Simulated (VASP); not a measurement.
# Pt in VASP: notebook, part 2 of 2

VASP 6.6.1. Earlier steps stand in the parts before.

## 3. Single point, PBE+D3(BJ) (clean slab, lower half held)

Input file INCAR:

```
PREC = Accurate
ENCUT = 520
EDIFF = 1E-6
ISMEAR = 0
SIGMA = 0.1
LREAL = F
LASPH = T
NELM = 100
ALGO = Fast
ISIF = 2
LWAVE = F
LCHARG = F
LDIPOL = T
IDIPOL = 3
DIPOL = 0.5 0.5 0.500
GGA = PE
IVDW = 12
NBANDS = 50
```

Input file KPOINTS:

```
regular mesh
0
Gamma
  6 12 1
```

Input file POSCAR:

```
Pt
1.0
    5.5558884593      0.0000000000      0.0000000000
   -1.3889721148      2.4057702732      0.0000000000
    0.0000000000      0.0000000000     23.8045458966
Pt
8
Direct
    0.3333333333      0.3333333333      0.3570746544
    0.8333333333      0.3333333333      0.3570746544
    0.6666666667      0.6666666667      0.4523582181
    0.1666666667      0.6666666667      0.4523582181
    0.0000002346      0.0000002346      0.5469982681
    0.5000002346      0.0000002346      0.5469982681
    0.3333335697      0.3333335697      0.6433686990
    0.8333335697      0.3333335697      0.6433686990
```

Potentials or basis: VASP PAW PBE potentials, release 64 (Pt).

Run with:

```console
$ cat potpaw_PBE.64/Pt/POTCAR > POTCAR
$ mpirun -np 1 vasp_std > vasp.out
```

OUTCAR:

```text
PREC = Accurate
   ENCUT = 520
   EDIFF = 1E-6
   ISMEAR = 0
   LREAL = F
   LASPH = T
   NELM = 100
   ISIF = 2
   GGA = PE
   IVDW = 12
 IVDW          = 12

 ion  position               nearest neighbor table
   1  0.333  0.333  0.357-   4 2.78   4 2.78   2 2.78   2 2.78   3 2.78   2 2.78   2 2.78
   2  0.833  0.333  0.357-   3 2.78   3 2.78   1 2.78   1 2.78   4 2.78   1 2.78   1 2.78
   3  0.667  0.667  0.452-   6 2.77   6 2.77   5 2.77   2 2.78   2 2.78   4 2.78   4 2.78   1 2.78
                             4 2.78   4 2.78
   4  0.167  0.667  0.452-   5 2.77   5 2.77   6 2.77   1 2.78   1 2.78   3 2.78   3 2.78   2 2.78
                             3 2.78   3 2.78
   5  0.000  0.000  0.547-   4 2.77   4 2.77   3 2.77   6 2.78   6 2.78   6 2.78   6 2.78   8 2.80
                             8 2.80   7 2.80
   6  0.500  0.000  0.547-   3 2.77   3 2.77   4 2.77   5 2.78   5 2.78   5 2.78   5 2.78   7 2.80
                             7 2.80   8 2.80
   7  0.333  0.333  0.643-   8 2.78   8 2.78   8 2.78   8 2.78   6 2.80   6 2.80   5 2.80
   8  0.833  0.333  0.643-   7 2.78   7 2.78   7 2.78   7 2.78   5 2.80   5 2.80   6 2.80

  Warning from LATTYP: Monoclinic adjustment (A1->A3, A2->A1, A3->A2)!
  LATTYP: Found a simple orthorhombic cell.
 ALAT       =     2.7779442297
 B/A-ratio  =     1.7320508076
 C/A-ratio  =     8.5691230380

  Lattice vectors:

 A1 = (   1.3889721148,  -2.4057702732,   0.0000000000)
 A2 = (   4.1669163445,   2.4057702732,   0.0000000000)
 A3 = (   0.0000000000,   0.0000000000,  23.8045458966)

Analysis of symmetry for initial positions (statically):
=====================================================================
 Subroutine PRICEL returns following result:

  LATTYP: Found a hexagonal cell.
 ALAT       =     2.7779442296
 C/A-ratio  =     8.5691230380

  Lattice vectors:

 A1 = (   2.7779442297,   0.0000000000,   0.0000000000)
 A2 = (  -1.3889721148,   2.4057702732,   0.0000000000)
 A3 = (   0.0000000000,   0.0000000000,  23.8045458966)

   2 primitive cells build up your supercell.

 Routine SETGRP: Setting up the symmetry group for a
 simple orthorhombic supercell.

 Subroutine GETGRP returns: Found  2 space group operations
 (whereof  2 operations were pure point group operations)
 out of a pool of  8 trial point group operations.

The static configuration has the point symmetry C_1h.

Analysis of symmetry for dynamics (positions and initial velocities):
=====================================================================
 Subroutine PRICEL returns following result:

  LATTYP: Found a hexagonal cell.
 ALAT       =     2.7779442296
 C/A-ratio  =     8.5691230380

  Lattice vectors:

 A1 = (   2.7779442297,   0.0000000000,   0.0000000000)
 A2 = (  -1.3889721148,   2.4057702732,   0.0000000000)
 A3 = (   0.0000000000,   0.0000000000,  23.8045458966)

   2 primitive cells build up your supercell.

 Routine SETGRP: Setting up the symmetry group for a
 simple orthorhombic supercell.

 Subroutine GETGRP returns: Found  2 space group operations
 (whereof  2 operations were pure point group operations)
 out of a pool of  8 trial point group operations.

The dynamic configuration has the point symmetry C_1h.

 Subroutine INISYM returns: Found  2 space group operations
[... 85 lines left out ...]
   dimension x,y,z NGX =    42 NGY =   24 NGZ =  180
   dimension x,y,z NGXF=    84 NGYF=   48 NGZF=  360
   ions per type =               8
   NGX,Y,Z   is equivalent  to a cutoff of  12.57, 14.36, 12.57 a.u.
   NGXF,Y,Z  is equivalent  to a cutoff of  25.13, 28.73, 25.14 a.u.
 SYSTEM =  unknown system
   PREC   = accura    normal or accurate (medium, high low for compatibility)
   ISTART =      0    job   : 0-new  1-cont  2-samecut
   ICHARG =      2    charge: 1-file 2-atom 10-const
   ISPIN  =      1    spin polarized calculation?
   LNONCOLLINEAR =      F non collinear calculations
   LSORBIT =      F    spin-orbit coupling
   LASPH  =      T    aspherical Exc in radial PAW
   ENCUT  =  520.0 eV  38.22 Ry    6.18 a.u.  10.33  5.17 44.26*2*pi/ulx,y,z
   NELM   =    100;   NELMIN=  2; NELMDL= -5     # of ELM steps
   EDIFF  = 0.1E-05   stopping-criterion for ELM
   LREAL  =      F    real-space projection
   EDIFFG = 0.1E-04   stopping-criterion for IOM
   NSW    =      0    number of steps for IOM
   IBRION =     -1    ionic relax: 0-MD 1-quasi-New 2-CG
   NFREE  =      0    steps in history (QN), initial steepest desc. (CG)
   ISIF   =      2    stress and relaxation
   ISYM   =      2    0-nonsym 1-usesym 2-fastsym
   POTIM  = 0.5000    time-step for ionic-motion
   TEBEG  =    0.0;   TEEND  =   0.0 temperature during run
   PSTRESS=    0.0 pullay stress
   NELECT =      80.0000    total number of electrons
   NUPDOWN=      -1.0000    fix difference up-down
   EMIN   =  10.00;   EMAX   =-10.00  energy-range for DOS
   EFERMI =   0.00;   METHOD = LEGACY
   ISMEAR =     0;   SIGMA  =   0.10  broadening in eV -4-tet -1-fermi 0-gaus
   EFERMI_NEDOS =   21; number of points for ismear=-14 and -15
   IALGO  =     68    algorithm
   IMIX   =      4    mixing-type and parameters
     AMIX     =   0.40;   BMIX     =  1.00
     AMIX_MAG =   1.60;   BMIX_MAG =  1.00
  volume/ion in A,a.u.               =      39.77       268.39
  Fermi-wavevector in a.u.,A,eV,Ry     =   1.033274  1.952605 14.526339  1.067656
  Thomas-Fermi vector in A             =   2.167513
   LORBIT       =      0    0 simple, 1 ext, 2 COOP (PROOUT), +10 PAW based schemes
   GGA     = PE    functional components
   LHFCALC =     F    Hartree Fock is set to
   AEXX    =    0.0000 exact exchange contribution
   IVDW    =    12    specifies the selected vdW correction
   LEPSILON=     F    determine dielectric tensor
   LRPA    =     F    only Hartree local field effects (RPA)
 non-spin polarized calculation
 RMM-DIIS sequential band-by-band and
 Gauss-broadening in eV      SIGMA  =   0.10
  energy-cutoff  :      520.00
  volume of cell :      318.18
 maximum number of plane-waves:      8620
 NGX is ok and might be reduce to    42
   NGX = 21   NGY = 11   NGZ = 89

 dipolmoment           0.000000      0.000000     -0.002096 electrons x Angstroem

 number of electron      79.9999999 magnetization

 dipolmoment           0.000000      0.000000      0.000740 electrons x Angstroem

 Free energy of the ion-electron system (eV)
  ---------------------------------------------------
  ext. energy  EPLUGINS =         0.00000000
  ---------------------------------------------------
  free energy    TOTEN  =       -46.48473560 eV

  energy without entropy =      -46.42551762  energy(sigma->0) =      -46.45512661

 E-fermi :   0.6748     XC(G=0):  -5.9055

 val. band max:        0.6017819404   @ k =   0.3333   0.0833   0.0000
 cond. band min:       0.6755896542   @ k =   0.0000   0.0000   0.0000
 fundamental gap:      0.0738077138
 Fermi energy:         0.6747920774

 k-point     1 :       0.0000    0.0000    0.0000
  band No.  band energies     occupation
      1      -8.8958      2.00000
      2      -7.5275      2.00000
      3      -6.3995      2.00000
      4      -6.3469      2.00000
      5      -6.1260      2.00000
      6      -5.9800      2.00000
[... 1261 lines left out ...]
     49       6.8437      0.00000
     50       6.8437      0.00000

 [... further k-points ...]

------------------------ aborting loop because EDIFF is reached ----------------------------------------

 vacuum level on the upper side and lower side of the slab       (xc-potential included)        -0.165        -0.167

 Edisp (eV)   -4.60712

 E8    (eV) :    -2.1870

  FORCE on cell =-STRESS in cart. coord.  units (eV):
  Direction    XX          YY          ZZ          XY          YZ          ZX
  --------------------------------------------------------------------------------------
  -------------------------------------------------------------------------------------
  Total      -8.47162    -8.47128     0.52630    -0.00029    -0.00000    -0.00000
  in kB     -42.65886   -42.65715     2.65019    -0.00148    -0.00000    -0.00000
  external pressure =      -27.56 kB  Pullay stress =        0.00 kB

 VOLUME and BASIS-vectors are now :
 -----------------------------------------------------------------------------
  energy-cutoff  :      520.00
  volume of cell :      318.18
      direct lattice vectors                 reciprocal lattice vectors
     5.555888459  0.000000000  0.000000000     0.179989215  0.103916821  0.000000000
    -1.388972115  2.405770273  0.000000000     0.000000000  0.415667286  0.000000000
     0.000000000  0.000000000 23.804545897     0.000000000  0.000000000  0.042008783

 POSITION                                       TOTAL-FORCE (eV/Angst)
 -----------------------------------------------------------------------------------
      1.38897      0.80192      8.50000        -0.000002     -0.000001     -0.169427
      4.16692      0.80192      8.50000        -0.000002     -0.000001     -0.169427
      2.77794      1.60385     10.76818         0.000002      0.000001      0.185690
      0.00000      1.60385     10.76818         0.000002      0.000001      0.185690
      0.00000      0.00000     13.02105        -0.000001     -0.000001     -0.008226
      2.77795      0.00000     13.02105        -0.000001     -0.000001     -0.008226
      1.38897      0.80192     15.31510         0.000001      0.000000     -0.008036
      4.16692      0.80192     15.31510         0.000001      0.000000     -0.008036
 -----------------------------------------------------------------------------------
    total drift:                                0.000019      0.000011      0.000219

  FREE ENERGIE OF THE ION-ELECTRON SYSTEM (eV)
  ---------------------------------------------------
  free  energy   TOTEN  =       -51.0918559170 eV

  energy  without entropy=      -51.0326379330  energy(sigma->0) =      -51.06224692

 vacuum level on the upper side and lower side of the slab         6.233         6.228
```

Run time: 11 min. Hardware: 1 thread of Intel Xeon Platinum 8488C (Sapphire Rapids), shared host; peak memory 0.6 GiB.

Results:

```
Free energy                : -51.0919 eV
Largest force              : 0.186 eV/Å
Band gap on the k mesh     : none (metal or under the smearing width)
Dispersion energy per atom : -0.576 eV
```

Forces in eV/Å, atoms in the order of the input:
```
Pt   0.000  0.000 -0.169
Pt   0.000  0.000 -0.169
Pt   0.000  0.000  0.186
Pt   0.000  0.000  0.186
Pt   0.000  0.000 -0.008
Pt   0.000  0.000 -0.008
Pt   0.000  0.000 -0.008
Pt   0.000  0.000 -0.008
```
